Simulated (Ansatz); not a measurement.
# Chalcopyrite CuInS2

The numbers are results of PBE (Ansatz, an electronic-structure program, PAW), not measurements.

Numerical settings: plane-wave cutoff 500 eV, 10×10×10 k mesh, Fermi–Dirac smearing 0.05 eV, no spin polarisation, scalar-relativistic PAW data made under PBE.

Cell (relaxed at this level):

```cif
data_Cu4In4S8
_chemical_formula_sum 'In4 Cu4 S8'
_space_group_name_H-M_alt 'I-42d'
_space_group_IT_number 122
_space_group_name_Hall 'I -4 2bw'
_cell_length_a 5.57691
_cell_length_b 5.57691
_cell_length_c 11.22980
_cell_angle_alpha 90.000
_cell_angle_beta 90.000
_cell_angle_gamma 90.000
loop_
_atom_site_label
_atom_site_type_symbol
_atom_site_symmetry_multiplicity
_atom_site_Wyckoff_symbol
_atom_site_fract_x
_atom_site_fract_y
_atom_site_fract_z
_atom_site_occupancy
In1 In 4 b 0.00000 0.00000 0.50000 1
Cu1 Cu 4 a 0.00000 0.00000 0.00000 1
S1 S 8 d 0.22001 0.25000 0.12500 1
```
(The calculation used a cell of 8 atoms; values per cell refer to that cell.)

```json
{
  "equilibrium_volume_per_atom": "21.83 Å³/atom",
  "lattice_parameter_a": "5.577 Å",
  "lattice_parameter_c": "11.230 Å"
}
```

Measured, for comparison: lattice constant a 5.523 Å, lattice parameter c 11.133 Å (298 K, not corrected to a static lattice; as tabulated in Abstract on Scilit: Piezoelectric nonlinear optic CuGaS2 and CuInS2 crystal …). Computed (rounded) less measured: lattice constant a +1.0 %, lattice parameter c +0.9 %.

Spin–orbit coupling is not included.

The computed numbers hold no vibrational or temperature effects.

Cost on a shared machine: about 8 core-minutes (a rough figure).
